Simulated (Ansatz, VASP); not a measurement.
SnSe2 in VASP and in Ansatz

```
CELL_PARAMETERS angstrom
3.81100 0.00000 0.00000
-1.90550 3.30042 0.00000
0.00000 0.00000 6.13700
ATOMIC_POSITIONS crystal
Sn 0.00000 0.00000 0.00000
Se 0.33333 0.66667 0.25000
Se 0.66667 0.33333 0.75000
```

Alike in both runs: task single point; functional PBE; dispersion D3(BJ); k mesh 9 × 9 × 6; occupations gaussian, width 0.05 eV; no spin polarisation.

|  | VASP | Ansatz |
| --- | --- | --- |
| version | VASP 6.6.1 | Ansatz 0.2.0 |
| potentials or method | VASP PAW PBE potentials, release 64 (Sn_d, Se) | scalar-relativistic, plane waves, PAW |
| plane-wave cutoff (eV) | 520 | 420 |
| valence electrons in the cell | 26 | 46 |

```tsv
	VASP	Ansatz	Ansatz less VASP
gap on the k mesh at the Fermi level (eV)	0.69	0.70	+0.005
least direct gap on the mesh (eV)	1.09	1.11	+0.011
pressure (GPa)	3.1	3.0	-0.09
largest component of the traceless stress (GPa)	0.89	0.88	-0.004
rms of the force components (eV/Å)	0.352	0.345	-0.0077
```

Atom by atom the forces differ by 0.008 eV/Å (rms over components). The two sets of potentials don't hold the same shells in valence.

Caveats: spin-orbit coupling is left out, which moves the levels of the heavy elements; an odd mesh through Γ misses points on the zone boundary, where band edges often lie; the cell's inner coordinates are idealised or old, which leaves forces on the atoms.
